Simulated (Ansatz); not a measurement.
## Pb: equation of state with PBE

Pb:

```
Pb
1.0
     0.00000    2.47502    2.47502
     2.47502    0.00000    2.47502
     2.47502    2.47502    0.00000
Pb
1
Direct
  0.00000 0.00000 0.00000
```

```
Program             : Ansatz 0.2.0
Task                : equation of state
Functional          : PBE
Potentials or basis : PseudoDojo standard
Cutoff              : 850 eV
Density cutoff      : 3400 eV
k mesh              : 9 × 9 × 9
Occupations         : fermi-dirac, width 0.05 eV
Spin                : no spin polarisation
```

| Property | Result |
| --- | --- |
| Equilibrium volume | 31.79 Å³/atom |
| Bulk modulus | 40 GPa |
| Pressure derivative of the bulk modulus | 5.4 |

Energy against volume, from the lowest point:
```
volume (Å³/atom)  energy (meV/atom)
          28.503              53.02
          29.110              33.62
          29.716              19.13
          30.323               9.03
          30.929               2.81
          31.535               0.00
          32.142               0.22
```

All runs of the series together: 6.7 s on 2 threads of Arm Neoverse V2, on a shared host.

The cell as given is a measured one (30.32 Å³/atom); PBE puts the equilibrium volume +4.8 % from it, thermal expansion not counted.

The run has no spin-orbit coupling, so splittings on Pb are missing.
